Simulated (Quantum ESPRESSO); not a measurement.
# W (Im-3m) in Quantum ESPRESSO: convergence with wavefunction cutoff

Aim: find how far wavefunction cutoff must go before the results for W settle, at LDA. This setting moves, with any that are tied to it; all else stays.

Program: Quantum ESPRESSO 7.5. These are calculated values, not measurements. Logs are shortened: lines on timing, memory, paths and dates and some standing lists are left out, and cuts for length are marked.

## (1) The structure

It takes space group Im-3m (No. 229, cubic). Conventional cell: a = 3.165 Å, b = 3.165 Å, c = 3.165 Å, α = 90.00°, β = 90.00°, γ = 90.00°. W (site symmetry m-3m) is surrounded by 8 W at 2.74 Å.

## (2) With wavefunction cutoff 28 Ry

File pw.in:

```
&CONTROL
  calculation = 'scf'
  prefix = 'pwscf'
  outdir = './tmp'
  pseudo_dir = './pseudo'
  tprnfor = .true.
  tstress = .true.
  disk_io = 'nowf'
/
&SYSTEM
  ibrav = 0
  nat = 1
  ntyp = 1
  ecutwfc = 28
  nbnd = 13
  occupations = 'smearing'
  smearing = 'fd'
  degauss = 0.00367493
/
&ELECTRONS
  conv_thr = 2d-10
  electron_maxstep = 120
  mixing_beta = 0.5
/
ATOMIC_SPECIES
W    183.8400 W.upf
CELL_PARAMETERS angstrom
  -1.5823450000    1.5823450000    1.5823450000
   1.5823450000   -1.5823450000    1.5823450000
   1.5823450000    1.5823450000   -1.5823450000
ATOMIC_POSITIONS crystal
W      0.0000000000    0.0000000000    0.0000000000
K_POINTS automatic
12 12 12 0 0 0
```

Potentials or basis: PseudoDojo 0.4.1 SR LDA standard.

On the command line:

```sh
> OMP_NUM_THREADS=1 pw.x -in pw.in > pw.out
```

pw.out:

```text
This program is part of the open-source Quantum ESPRESSO suite
     for quantum simulation of materials; please cite
         "P. Giannozzi et al., J. Phys.:Condens. Matter 21 395502 (2009);
         "P. Giannozzi et al., J. Phys.:Condens. Matter 29 465901 (2017);
         "P. Giannozzi et al., J. Chem. Phys. 152 154105 (2020);
     in publications or presentations arising from this work. More details at

     Message from routine setup:
     using ibrav=0 with symmetry is DISCOURAGED, use correct ibrav instead

     G-vector sticks info
     --------------------
     sticks:   dense  smooth     PW     G-vecs:    dense   smooth      PW
     Sum         221     221     99                 2123     2123     627

     Using Slab Decomposition

     bravais-lattice index     =            0
     lattice parameter (alat)  =       5.1792  a.u.
     unit-cell volume          =     106.9449 (a.u.)^3
     number of atoms/cell      =            1
     number of atomic types    =            1
     number of electrons       =        14.00
     number of Kohn-Sham states=           13
     kinetic-energy cutoff     =      28.0000  Ry
     charge density cutoff     =     112.0000  Ry
     scf convergence threshold =      2.0E-10
     mixing beta               =       0.5000
     number of iterations used =            8  plain     mixing
     Exchange-correlation= SLA  PW   NOGX NOGC
                           (   1   4   0   0   0   0   0)

     celldm(1)=   5.179176  celldm(2)=   0.000000  celldm(3)=   0.000000
     celldm(4)=   0.000000  celldm(5)=   0.000000  celldm(6)=   0.000000

     crystal axes: (cart. coord. in units of alat)
               a(1) = (  -0.577350   0.577350   0.577350 )
               a(2) = (   0.577350  -0.577350   0.577350 )
               a(3) = (   0.577350   0.577350  -0.577350 )

     reciprocal axes: (cart. coord. in units 2 pi/alat)
               b(1) = ( -0.000000  0.866025  0.866025 )
               b(2) = (  0.866025 -0.000000  0.866025 )
               b(3) = (  0.866025  0.866025  0.000000 )

     PseudoPot. # 1 for W  read from file:
     W.upf
     Pseudo is Norm-conserving + core correction, Zval = 14.0
     Generated using ONCVPSP code by D. R. Hamann
     Using radial grid of 1380 points,  8 beta functions with:
                l(1) =   0
                l(2) =   0
                l(3) =   1
                l(4) =   1
                l(5) =   2
                l(6) =   2
                l(7) =   3
                l(8) =   3

     atomic species   valence    mass     pseudopotential
     W                14.00   183.84000     W ( 1.00)

     48 Sym. Ops., with inversion, found

   Cartesian axes

     site n.     atom                  positions (alat units)
         1        W      tau(   1) = (   0.0000000   0.0000000   0.0000000  )

     number of k points=    72  Fermi-Dirac smearing, width (Ry)=  0.0037
                       cart. coord. in units 2pi/alat
        k(    1) = (   0.0000000   0.0000000   0.0000000), wk =   0.0011574
        k(    2) = (   0.0721688   0.0721688   0.0000000), wk =   0.0138889
        k(    3) = (   0.1443376   0.1443376   0.0000000), wk =   0.0138889
        k(    4) = (   0.2165064   0.2165064   0.0000000), wk =   0.0138889
        k(    5) = (   0.2886751   0.2886751   0.0000000), wk =   0.0138889
        k(    6) = (   0.3608439   0.3608439   0.0000000), wk =   0.0138889
[... 64 lines left out ...]
        k(   71) = (  -0.8660254  -0.0721688  -0.0721688), wk =   0.0138889
        k(   72) = (  -0.8660254  -0.8660254  -0.8660254), wk =   0.0011574

     Dense  grid:     2123 G-vectors     FFT dimensions: (  18,  18,  18)

     Initial potential from superposition of free atoms

     starting charge      13.9996, renormalised to      14.0000
     Starting wfcs are   10 randomized atomic wfcs +    3 random wfcs

     Self-consistent Calculation

     iteration #  1     ecut=    28.00 Ry     beta= 0.50
     Davidson diagonalization with overlap
     ethr =  1.00E-02,  avg # of iterations =  4.1

     Threshold (ethr) on eigenvalues was too large:
     Diagonalizing with lowered threshold

     Davidson diagonalization with overlap
     ethr =  3.46E-04,  avg # of iterations =  1.3

     total energy              =    -151.59296165 Ry
     estimated scf accuracy    <       0.04951744 Ry

     iteration #  2     ecut=    28.00 Ry     beta= 0.50
     Davidson diagonalization with overlap
     ethr =  3.54E-04,  avg # of iterations =  1.9

     total energy              =    -151.59816084 Ry
     estimated scf accuracy    <       0.00282946 Ry

     iteration #  3     ecut=    28.00 Ry     beta= 0.50
     Davidson diagonalization with overlap
     ethr =  2.02E-05,  avg # of iterations =  2.0

     total energy              =    -151.59829992 Ry
     estimated scf accuracy    <       0.00030725 Ry

     iteration #  4     ecut=    28.00 Ry     beta= 0.50
     Davidson diagonalization with overlap
     ethr =  2.19E-06,  avg # of iterations =  1.6

     total energy              =    -151.59831066 Ry
     estimated scf accuracy    <       0.00000167 Ry

     iteration #  5     ecut=    28.00 Ry     beta= 0.50
     Davidson diagonalization with overlap
     ethr =  1.19E-08,  avg # of iterations =  2.0

     total energy              =    -151.59831110 Ry
     estimated scf accuracy    <       0.00000017 Ry

     iteration #  6     ecut=    28.00 Ry     beta= 0.50
     Davidson diagonalization with overlap
     ethr =  1.20E-09,  avg # of iterations =  1.1

     total energy              =    -151.59831111 Ry
     estimated scf accuracy    <          2.9E-09 Ry

     iteration #  7     ecut=    28.00 Ry     beta= 0.50
     Davidson diagonalization with overlap
     ethr =  2.06E-11,  avg # of iterations =  2.0

     total energy              =    -151.59831111 Ry
     estimated scf accuracy    <          4.5E-10 Ry

     iteration #  8     ecut=    28.00 Ry     beta= 0.50
     Davidson diagonalization with overlap
     ethr =  3.25E-12,  avg # of iterations =  2.0

     End of self-consistent calculation

          k = 0.0000 0.0000 0.0000 (   249 PWs)   bands (ev):

   -51.3363 -15.4130 -15.4130 -15.4130  12.8762  20.9174  20.9174  20.9174
    24.3669  24.3669  36.8269  36.8269  36.8269

          k = 0.0722 0.0722 0.0000 (   269 PWs)   bands (ev):

   -51.4942 -15.5492 -15.4593 -15.4331  13.1653  20.7145  20.8562  21.2244
    24.0579  24.3415  37.0946  37.3791  37.6024

          k = 0.1443 0.1443 0.0000 (   267 PWs)   bands (ev):

   -51.4686 -15.7877 -15.5367 -15.4406  14.0783  20.2098  20.6248  22.1808
    23.6726  24.3844  37.5460  38.9473  39.1316

          k = 0.2165 0.2165 0.0000 (   271 PWs)   bands (ev):

   -51.4826 -16.1177 -15.6532 -15.4476  15.2040  19.5994  20.3573  23.6714
    23.7448  24.5271  37.0330  38.8234  41.3016

          k = 0.2887 0.2887 0.0000 (   261 PWs)   bands (ev):

   -51.3700 -16.4207 -15.7492 -15.4387  15.9504  19.0697  20.8408  24.1262
    24.7896  25.5550  35.5712  36.5626  43.2933

          k = 0.3608 0.3608 0.0000 (   269 PWs)   bands (ev):

   -51.4183 -16.6649 -15.8275 -15.4482  16.0250  18.7101  22.1749  24.3750
    25.0509  27.3849  34.2957  34.3765  40.3378
[... 311 lines left out ...]
          k =-0.7939-0.0722-0.1443 (   255 PWs)   bands (ev):

   -51.2226 -16.3775 -16.2970 -16.1422  16.9229  17.0620  23.5518  25.4301
    26.7533  30.2444  32.6508  33.2231  41.5393

          k = 0.0000 0.0000 0.7217 (   261 PWs)   bands (ev):

   -51.2691 -16.3386 -16.2752 -16.2752  16.6897  16.8520  25.3419  25.3419
    26.6433  28.8204  33.3116  33.3116  40.2523

          k =-0.8660-0.0722-0.0722 (   254 PWs)   bands (ev):

   -51.2035 -16.3612 -16.2987 -16.2689  16.5367  16.5981  25.8075  25.9330
    27.3519  30.5860  31.2674  32.0865  39.9393

          k =-0.8660-0.8660-0.8660 (   266 PWs)   bands (ev):

   -51.2980 -16.3444 -16.3444 -16.3444  16.3375  16.3375  27.2747  27.2747
    27.2747  30.6329  30.6329  30.6329  38.6717

     the Fermi energy is    22.1660 ev

!    total energy              =    -151.59831111 Ry
     estimated scf accuracy    <          2.0E-11 Ry
     smearing contrib. (-TS)   =      -0.00036588 Ry
     internal energy E=F+TS    =    -151.59794523 Ry

     The total energy is F=E-TS. E is the sum of the following terms:
     one-electron contribution =     -15.36686981 Ry
     hartree contribution      =      15.94428819 Ry
     xc contribution           =     -32.90406566 Ry
     ewald contribution        =    -119.27129795 Ry

     convergence has been achieved in   8 iterations

     Forces acting on atoms (cartesian axes, Ry/au):

     atom    1 type  1   force =     0.00000000    0.00000000    0.00000000

     Total force =     0.000000     Total SCF correction =     0.000000

     Computing stress (Cartesian axis) and pressure

          total   stress  (Ry/bohr**3)                   (kbar)     P=     -885.87
  -0.00602200   0.00000000   0.00000000         -885.87        0.00        0.00
   0.00000000  -0.00602200   0.00000000            0.00     -885.87        0.00
   0.00000000   0.00000000  -0.00602200            0.00        0.00     -885.87

=------------------------------------------------------------------------------=
   JOB DONE.
=------------------------------------------------------------------------------=
```

Run time: 4.3 s. Hardware: 1 thread of Arm Neoverse V1, shared host; peak memory 0.05 GiB.

What came out:

| Item | Value |
| --- | --- |
| Free energy | -2062.6001 eV |
| Pressure | -88.6 GPa |
| Band gap on the k mesh | none (metal or under the smearing width) |

## (3) With wavefunction cutoff 35 Ry

Changes to pw.in since step 2:

```diff
@@ -13,3 +13,3 @@
   ntyp = 1
-  ecutwfc = 28
+  ecutwfc = 35
   nbnd = 13
```

Potentials or basis: PseudoDojo 0.4.1 SR LDA standard.

On the command line:

```sh
> OMP_NUM_THREADS=1 pw.x -in pw.in > pw.out
```

It took 3.7 s on 1 thread of Arm Neoverse V1, shared host; peak memory 0.05 GiB.

Results:

```
Free energy            : -2064.7165 eV
Pressure               : -56.6 GPa
Band gap on the k mesh : none (metal or under the smearing width)
```

## (4) With wavefunction cutoff 42 Ry

Changes to pw.in since step 3:

```diff
@@ -13,3 +13,3 @@
   ntyp = 1
-  ecutwfc = 35
+  ecutwfc = 42
   nbnd = 13
```

On the command line:

```sh
> OMP_NUM_THREADS=1 pw.x -in pw.in > pw.out
```

Wall time 8 s (1 thread of Arm Neoverse V1, shared host); peak memory 0.05 GiB.

Results:

```
Free energy            : -2065.6212 eV
Pressure               : -30.4 GPa
Band gap on the k mesh : none (metal or under the smearing width)
```

## (5) With wavefunction cutoff 49 Ry

Changes to pw.in since step 4:

```diff
@@ -13,3 +13,3 @@
   ntyp = 1
-  ecutwfc = 42
+  ecutwfc = 49
   nbnd = 13
```

On the command line:

```sh
> OMP_NUM_THREADS=1 pw.x -in pw.in > pw.out
```

Run time: 8.9 s. Hardware: 1 thread of Arm Neoverse V1, shared host; peak memory 0.05 GiB.

Results:

| Item | Value |
| --- | --- |
| Free energy | -2065.9209 eV |
| Pressure | -16.3 GPa |
| Band gap on the k mesh | none (metal or under the smearing width) |

## (6) With wavefunction cutoff 56 Ry

Changes to pw.in since step 5:

```diff
@@ -13,3 +13,3 @@
   ntyp = 1
-  ecutwfc = 49
+  ecutwfc = 56
   nbnd = 13
```

Potentials or basis: PseudoDojo 0.4.1 SR LDA standard.

On the command line:

```sh
> OMP_NUM_THREADS=1 pw.x -in pw.in > pw.out
```

Run time: 9.1 s. Hardware: 1 thread of Arm Neoverse V1, shared host; peak memory 0.05 GiB.

The run converged. Its results:

| Item | Value |
| --- | --- |
| Free energy | -2065.9921 eV |
| Pressure | -11.1 GPa |
| Band gap on the k mesh | none (metal or under the smearing width) |

## (7) With wavefunction cutoff 63 Ry

Changes to pw.in since step 6:

```diff
@@ -13,3 +13,3 @@
   ntyp = 1
-  ecutwfc = 56
+  ecutwfc = 63
   nbnd = 13
```

On the command line:

```sh
> OMP_NUM_THREADS=1 pw.x -in pw.in > pw.out
```

Run time: 15 s. Hardware: 1 thread of Arm Neoverse V1, shared host; peak memory 0.05 GiB.

It converged, with:

```yaml
Free_energy: -2066.0035 eV
Pressure: -9.9 GPa
Band_gap_on_the_k_mesh: none (metal or under the smearing width)
```

## (8) With wavefunction cutoff 70 Ry

Changes to pw.in since step 7:

```diff
@@ -13,3 +13,3 @@
   ntyp = 1
-  ecutwfc = 63
+  ecutwfc = 70
   nbnd = 13
```

On the command line:

```sh
> OMP_NUM_THREADS=1 pw.x -in pw.in > pw.out
```

Wall time 16 s (1 thread of Arm Neoverse V1, shared host); peak memory 0.05 GiB.

Results (log left out):

```
Free energy            : -2066.0054 eV
Pressure               : -9.8 GPa
Band gap on the k mesh : none (metal or under the smearing width)
```

## (9) With wavefunction cutoff 84 Ry

Changes to pw.in since step 8:

```diff
@@ -13,3 +13,3 @@
   ntyp = 1
-  ecutwfc = 70
+  ecutwfc = 84
   nbnd = 13
```

Potentials or basis: PseudoDojo 0.4.1 SR LDA standard.

On the command line:

```sh
> OMP_NUM_THREADS=1 pw.x -in pw.in > pw.out
```

Run time: 15 s. Hardware: 1 thread of Arm Neoverse V1, shared host; peak memory 0.06 GiB.

The run converged. Its results:

| Property | Result |
| --- | --- |
| Free energy | -2066.0076 eV |
| Pressure | -9.8 GPa |
| Band gap on the k mesh | none (metal or under the smearing width) |

## (10) With wavefunction cutoff 105 Ry

Changes to pw.in since step 9:

```diff
@@ -13,3 +13,3 @@
   ntyp = 1
-  ecutwfc = 84
+  ecutwfc = 105
   nbnd = 13
```

On the command line:

```sh
> OMP_NUM_THREADS=1 pw.x -in pw.in > pw.out
```

It took 31 s on 1 thread of Arm Neoverse V1, shared host; peak memory 0.07 GiB.

It converged, with:

- Free energy: -2066.0084 eV
- Pressure: -9.8 GPa
- Band gap on the k mesh: none (metal or under the smearing width)

## (11) Result

```
wavefunction cutoff  energy less the tightest run, at zero smearing (meV/atom)  pressure (GPa)  SCF cycles  CPU time (s)  peak memory (GiB)
              28 Ry                                                    3408.11          -88.59           8           4.3               0.05
              35 Ry                                                    1291.80          -56.57           8           3.7               0.05
              42 Ry                                                     387.16          -30.44           8             8               0.05
              49 Ry                                                      87.45          -16.30           8           8.9               0.05
              56 Ry                                                      16.29          -11.09           8           9.1               0.05
              63 Ry                                                       4.90           -9.87           8            15               0.05
              70 Ry                                                       2.97           -9.78           8            16               0.05
              84 Ry                                                       0.79           -9.78           8            15               0.06
             105 Ry                                                       0.00           -9.82           9            31               0.07
```

Against the tightest run, the energy stays within 1 meV/atom from 84 Ry on; the pressure stays within 0.1 GPa from 63 Ry on. The tightest run that finished is the yardstick and may itself not be fully converged.
